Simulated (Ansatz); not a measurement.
TiB2:

```xyz
3
Lattice="3.0292 0.0000 0.0000 -1.5146 2.6234 0.0000 0.0000 0.0000 3.2284" Properties=species:S:1:pos:R:3 pbc="T T T"
Ti    0.0000    0.0000    0.0000
B     1.5146    0.8745    1.6142
B     0.0000    1.7489    1.6142
```

Base run:

| Item | Value |
| --- | --- |
| Program | Ansatz 0.2.0 |
| Functional | PBEsol |
| Potentials or basis | Ansatz PAW |
| Cutoff | 420 eV |
| Density cutoff | 1680 eV |
| k mesh | 10 × 10 × 8 |
| Occupations | fermi-dirac, width 0.05 eV |
| Spin | no spin polarisation |

Its results: band gap on the k mesh none (metal or under the smearing width); pressure -5.1 GPa.

Problem. The run is repeated on the same cell with these changes: functional from PBEsol to BLYP. What comes out?

Solution. Band gap on the k mesh none (metal or under the smearing width); pressure 6.6 GPa.

BLYP binds less tightly than PBEsol, so the same cell stands under more pressure.

Caveats: the PAW data sets come from PBE, with cores solved anew for the run's functional, which leaves a small shift of forces and pressure; the potentials were made for another functional, which shifts forces and pressure (some runs).

Not every run made on this cell is shown here.
